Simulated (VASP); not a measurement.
# GaSb (F-43m) in VASP: a series of runs

Aim: see how the results for GaSb move with the level of theory and the settings. Levels: BLYP+D3(BJ), BLYP+D4. Tasks: single point.

Everything below comes from runs of VASP 6.6.1. Logs are shortened: lines on timing, memory, paths and dates and some standing lists are left out, and cuts for length are marked.

**Experimental background.**

From a printed reference work, data compilation, for a bulk crystal of GaSb at 4.2 K: band gap 0.811 eV (direct).

The runs below are set against these values where they give the same quantity.

## (1) The cell of the first run

The structure is cubic, space group F-43m (No. 216). The conventional cell has a = 6.131 Å, b = 6.131 Å, c = 6.131 Å, α = 90.00°, β = 90.00°, γ = 90.00°. Sb (site symmetry -43m) has 4 Ga at 2.65 Å within 3.5 Å. Within 3.5 Å of Ga (site symmetry -43m) lie 4 Sb at 2.65 Å.

## (2) Single point, BLYP+D3(BJ)

File INCAR:

```
SYSTEM = GaSb
PREC = Accurate ; ENCUT = 520
EDIFF = 1E-6 ; ISMEAR = -1
SIGMA = 0.05 ; LREAL = .False.
LASPH = .True. ; NELM = 60
ALGO = Normal ; ISIF = 2
LWAVE = .False. ; LCHARG = .False.
GGA = B5 ; ALDAX = 1.0
AGGAX = 1.0 ; AGGAC = 1.0
ALDAC = 0.0 ; IVDW = 12
VDW_S6 = 1.0 ; VDW_S8 = 2.6996
VDW_A1 = 0.4298 ; VDW_A2 = 4.2359
NBANDS = 16
```

File KPOINTS:

```
regular mesh
0
Gamma
  8 8 8
  0 0 0
```

File POSCAR:

```
GaSb
1.0
    0.0000000000      3.0655175699      3.0655175699
    3.0655175699      0.0000000000      3.0655175699
    3.0655175699      3.0655175699      0.0000000000
Sb Ga
1 1
Direct
    0.7500000000      0.7500000000      0.7500000000
    0.0000000000      0.0000000000      0.0000000000
```

Potentials or basis: VASP PAW PBE potentials, release 64 (Sb, Ga_d).

Command:

```bash
$ cat potpaw_PBE.64/Sb/POTCAR potpaw_PBE.64/Ga_d/POTCAR > POTCAR
$ mpirun -np 1 vasp_std > vasp.out
```

OUTCAR:

```text
SYSTEM = GaSb
   PREC = Accurate
   ENCUT = 520
   EDIFF = 1E-6
   ISMEAR = -1
   LREAL = .False.
   LASPH = .True.
   NELM = 60
   ISIF = 2
   GGA = B5
   IVDW = 12
 IVDW          = 12

 ion  position               nearest neighbor table
   1  0.750  0.750  0.750-   2 2.65   2 2.65   2 2.65   2 2.65
   2  0.000  0.000  0.000-   1 2.65   1 2.65   1 2.65   1 2.65

  LATTYP: Found a face centered cubic cell.
 ALAT       =     6.1310351398

  Lattice vectors:

 A1 = (   0.0000000000,   3.0655175699,   3.0655175699)
 A2 = (   3.0655175699,   0.0000000000,   3.0655175699)
 A3 = (   3.0655175699,   3.0655175699,   0.0000000000)

Analysis of symmetry for initial positions (statically):
=====================================================================
 Subroutine PRICEL returns:
 Original cell was already a primitive cell.

 Routine SETGRP: Setting up the symmetry group for a
 face centered cubic supercell.

 Subroutine GETGRP returns: Found 24 space group operations
 (whereof 24 operations were pure point group operations)
 out of a pool of 48 trial point group operations.

The static configuration has the point symmetry T_d .

Analysis of symmetry for dynamics (positions and initial velocities):
=====================================================================
 Subroutine PRICEL returns:
 Original cell was already a primitive cell.

 Routine SETGRP: Setting up the symmetry group for a
 face centered cubic supercell.

 Subroutine GETGRP returns: Found 24 space group operations
 (whereof 24 operations were pure point group operations)
 out of a pool of 48 trial point group operations.

The dynamic configuration has the point symmetry T_d .

 Subroutine INISYM returns: Found 24 space group operations
 (whereof 24 operations are pure point group operations),
 and found     1 'primitive' translations

----------------------------------------------------------------------------------------

                                     Primitive cell

  volume of cell :      57.6158

  direct lattice vectors                    reciprocal lattice vectors
     0.000000000  3.065517570  3.065517570    -0.163104594  0.163104594  0.163104594
     3.065517570  0.000000000  3.065517570     0.163104594 -0.163104594  0.163104594
     3.065517570  3.065517570  0.000000000     0.163104594  0.163104594 -0.163104594

  length of vectors
     4.335296523  4.335296523  4.335296523     0.282505445  0.282505445  0.282505445

  position of ions in fractional coordinates (direct lattice)
     0.750000000  0.750000000  0.750000000
     0.000000000  0.000000000  0.000000000

  ion indices of the primitive-cell ions
   primitive index   ion index
                 1           1
                 2           2

----------------------------------------------------------------------------------------

 KPOINTS: regular mesh

Automatic generation of k-mesh.
 Grid dimensions read from file:
 generate k-points for:    8    8    8

 Generating k-lattice:

  Cartesian coordinates                     Fractional coordinates (reciprocal lattice)
    -0.020388074  0.020388074  0.020388074     0.125000000  0.000000000  0.000000000
     0.020388074 -0.020388074  0.020388074     0.000000000  0.125000000  0.000000000
     0.020388074  0.020388074 -0.020388074     0.000000000  0.000000000  0.125000000

  Length of vectors
     0.035313181  0.035313181  0.035313181

  Shift w.r.t. Gamma in fractional coordinates (k-lattice)
     0.000000000  0.000000000  0.000000000

 Subroutine IBZKPT returns following result:
 ===========================================

 Found     29 irreducible k-points:

 Following reciprocal coordinates:
            Coordinates               Weight
  0.000000  0.000000  0.000000      1.000000
  0.125000  0.000000  0.000000      8.000000
  0.250000  0.000000  0.000000      8.000000
  0.375000  0.000000  0.000000      8.000000
  0.500000  0.000000  0.000000      4.000000
  0.125000  0.125000  0.000000      6.000000
[... 16 lines left out ...]
  0.500000  0.250000  0.125000     48.000000
 -0.375000  0.250000  0.125000     24.000000
 [... further k-points ...]
   k-points           NKPTS =     29   k-points in BZ     NKDIM =     29   number of bands    NBANDS=     16
   number of dos      NEDOS =    301   number of ions     NIONS =      2
   total plane-waves  NPLWV =  32768
   dimension x,y,z NGX =    32 NGY =   32 NGZ =   32
   dimension x,y,z NGXF=    64 NGYF=   64 NGZF=   64
   ions per type =               1   1
   NGX,Y,Z   is equivalent  to a cutoff of  12.27, 12.27, 12.27 a.u.
   NGXF,Y,Z  is equivalent  to a cutoff of  24.54, 24.54, 24.54 a.u.
 SYSTEM =  GaSb
   PREC   = accura    normal or accurate (medium, high low for compatibility)
   ISTART =      0    job   : 0-new  1-cont  2-samecut
   ICHARG =      2    charge: 1-file 2-atom 10-const
   ISPIN  =      1    spin polarized calculation?
   LNONCOLLINEAR =      F non collinear calculations
   LSORBIT =      F    spin-orbit coupling
   LASPH  =      T    aspherical Exc in radial PAW
   ENCUT  =  520.0 eV  38.22 Ry    6.18 a.u.   8.06  8.06  8.06*2*pi/ulx,y,z
   NELM   =     60;   NELMIN=  2; NELMDL= -5     # of ELM steps
   EDIFF  = 0.1E-05   stopping-criterion for ELM
   LREAL  =      F    real-space projection
   EDIFFG = 0.1E-04   stopping-criterion for IOM
   NSW    =      0    number of steps for IOM
   IBRION =     -1    ionic relax: 0-MD 1-quasi-New 2-CG
   NFREE  =      0    steps in history (QN), initial steepest desc. (CG)
   ISIF   =      2    stress and relaxation
   ISYM   =      2    0-nonsym 1-usesym 2-fastsym
   POTIM  = 0.5000    time-step for ionic-motion
   TEBEG  =    0.0;   TEEND  =   0.0 temperature during run
   PSTRESS=    0.0 pullay stress
   NELECT =      18.0000    total number of electrons
   NUPDOWN=      -1.0000    fix difference up-down
   EMIN   =  10.00;   EMAX   =-10.00  energy-range for DOS
   EFERMI =   0.00;   METHOD = LEGACY
   ISMEAR =    -1;   SIGMA  =   0.05  broadening in eV -4-tet -1-fermi 0-gaus
   EFERMI_NEDOS =   21; number of points for ismear=-14 and -15
   IALGO  =     38    algorithm
   IMIX   =      4    mixing-type and parameters
     AMIX     =   0.40;   BMIX     =  1.00
     AMIX_MAG =   1.60;   BMIX_MAG =  1.00
  volume/ion in A,a.u.               =      28.81       194.41
  Fermi-wavevector in a.u.,A,eV,Ry     =   1.110841  2.099185 16.789147  1.233967
  Thomas-Fermi vector in A             =   2.247397
   LORBIT       =      0    0 simple, 1 ext, 2 COOP (PROOUT), +10 PAW based schemes
   GGA     = B5    functional components
   LHFCALC =     F    Hartree Fock is set to
   AEXX    =    0.0000 exact exchange contribution
   IVDW    =    12    specifies the selected vdW correction
   LEPSILON=     F    determine dielectric tensor
   LRPA    =     F    only Hartree local field effects (RPA)
 non-spin polarized calculation
  energy-cutoff  :      520.00
  volume of cell :       57.62
 maximum number of plane-waves:      1572
   NGX = 17   NGY = 17   NGZ = 17

 number of electron      17.9999988 magnetization

 Free energy of the ion-electron system (eV)
  ---------------------------------------------------
  ext. energy  EPLUGINS =         0.00000000
  ---------------------------------------------------
  free energy    TOTEN  =        -6.02247368 eV

  energy without entropy =       -6.02199769  energy(sigma->0) =       -6.02223568

 E-fermi :   5.2773     XC(G=0):  -8.4898

 val. band max:        5.2367981904   @ k =   0.0000   0.0000   0.0000
 cond. band min:       5.6157480805   @ k =   0.5000   0.0000   0.0000
 fundamental gap:      0.3789498901
 Fermi energy:         5.2773002379

 k-point     1 :       0.0000    0.0000    0.0000
  band No.  band energies     occupation
      1      -9.8528      2.00000
      2      -9.8527      2.00000
      3      -9.8527      2.00000
      4      -9.8034      2.00000
      5      -9.8034      2.00000
      6      -6.2068      2.00000
[... 8 lines left out ...]
     15      13.9687      0.00000
     16      13.9687      0.00000

 k-point     2 :       0.1250    0.0000    0.0000
  band No.  band energies     occupation
      1      -9.8568      2.00000
      2      -9.8510      2.00000
      3      -9.8510      2.00000
      4      -9.8036      2.00000
      5      -9.8036      2.00000
      6      -6.0493      2.00000
[... 8 lines left out ...]
     15      13.2028      0.00000
     16      13.2028      0.00000

 k-point     3 :       0.2500    0.0000    0.0000
  band No.  band energies     occupation
      1      -9.8663      2.00000
      2      -9.8470      2.00000
      3      -9.8470      2.00000
      4      -9.8038      2.00000
      5      -9.8038      2.00000
      6      -5.6017      2.00000
[... 8 lines left out ...]
     15      12.9864      0.00000
     16      12.9864      0.00000

 k-point     4 :       0.3750    0.0000    0.0000
  band No.  band energies     occupation
      1      -9.8756      2.00000
      2      -9.8436      2.00000
      3      -9.8436      2.00000
      4      -9.8035      2.00000
      5      -9.8035      2.00000
      6      -4.9840      2.00000
[... 8 lines left out ...]
     15      13.9057      0.00000
     16      13.9057      0.00000
[... 324 lines left out ...]
 k-point    22 :       0.3750    0.2500    0.1250
  band No.  band energies     occupation
      1      -9.8759      2.00000
      2      -9.8424      2.00000
      3      -9.8410      2.00000
      4      -9.8072      2.00000
      5      -9.8021      2.00000
      6      -5.2109      2.00000
[... 8 lines left out ...]
     15      14.4385      0.00000
     16      14.6337      0.00000

 k-point    23 :       0.5000    0.2500    0.1250
  band No.  band energies     occupation
      1      -9.8822      2.00000
      2      -9.8400      2.00000
      3      -9.8377      2.00000
      4      -9.8071      2.00000
      5      -9.8026      2.00000
      6      -4.6190      2.00000
[... 8 lines left out ...]
     15      14.1108      0.00000
     16      15.5749      0.00000

 k-point    24 :      -0.3750    0.2500    0.1250
  band No.  band energies     occupation
      1      -9.8845      2.00000
      2      -9.8393      2.00000
      3      -9.8364      2.00000
      4      -9.8063      2.00000
      5      -9.8032      2.00000
      6      -4.2699      2.00000
[... 8 lines left out ...]
     15      15.0926      0.00000
     16      15.5090      0.00000

 [... further k-points ...]

------------------------ aborting loop because EDIFF is reached ----------------------------------------

 Edisp (eV)   -1.54666

 E8    (eV) :    -1.1739

  FORCE on cell =-STRESS in cart. coord.  units (eV):
  Direction    XX          YY          ZZ          XY          YZ          ZX
  --------------------------------------------------------------------------------------
  -------------------------------------------------------------------------------------
  Total       0.08198     0.08198     0.08198     0.00000     0.00000     0.00000
  in kB       2.27967     2.27967     2.27967     0.00000     0.00000     0.00000
  external pressure =        2.28 kB  Pullay stress =        0.00 kB

 VOLUME and BASIS-vectors are now :
 -----------------------------------------------------------------------------
  energy-cutoff  :      520.00
  volume of cell :       57.62
      direct lattice vectors                 reciprocal lattice vectors
     0.000000000  3.065517570  3.065517570    -0.163104594  0.163104594  0.163104594
     3.065517570  0.000000000  3.065517570     0.163104594 -0.163104594  0.163104594
     3.065517570  3.065517570  0.000000000     0.163104594  0.163104594 -0.163104594

 POSITION                                       TOTAL-FORCE (eV/Angst)
 -----------------------------------------------------------------------------------
      4.59828      4.59828      4.59828         0.000000     -0.000000     -0.000000
      0.00000      0.00000      0.00000        -0.000000      0.000000      0.000000
 -----------------------------------------------------------------------------------
    total drift:                               -0.000001     -0.000001     -0.000002

  FREE ENERGIE OF THE ION-ELECTRON SYSTEM (eV)
  ---------------------------------------------------
  free  energy   TOTEN  =        -7.5691307898 eV

  energy  without entropy=       -7.5686547987  energy(sigma->0) =       -7.56889279
```

Wall time 30 s (1 thread of AMD EPYC 7R13 (Zen 3), shared host); peak memory 0.16 GiB.

Results:

```yaml
Free_energy: -7.5691 eV
Pressure: 0.2 GPa
Band_gap_on_the_k_mesh: zero (filled and empty bands touch)
Dispersion_energy_per_atom: -0.773 eV
```

Levels at points of the mesh, in eV from the Fermi level:
```
           k point  band 5  band 6  band 7  band 8  band 9  band 10  band 11  band 12  band 13  band 14
(0.00, 0.00, 0.00)  -15.08  -11.48   -0.20   -0.04   -0.04    -0.04     2.76     2.76     2.76     6.01
(0.50, 0.00, 0.00)  -15.08   -9.90   -6.37   -1.18   -1.18     0.34     3.77     3.77     6.66     9.40
(0.50, 0.50, 0.00)  -15.08   -9.08   -6.86   -2.56   -2.56     0.95     1.37     8.53     8.53    10.03
```

Caveat: the PAW data sets were made with another functional, which shifts forces and pressure a little; spin-orbit coupling is left out, which moves the levels of the heavy elements; pairwise dispersion overbinds metals, which lowers pressure and volume.

(Continued in part 2 of 2.)
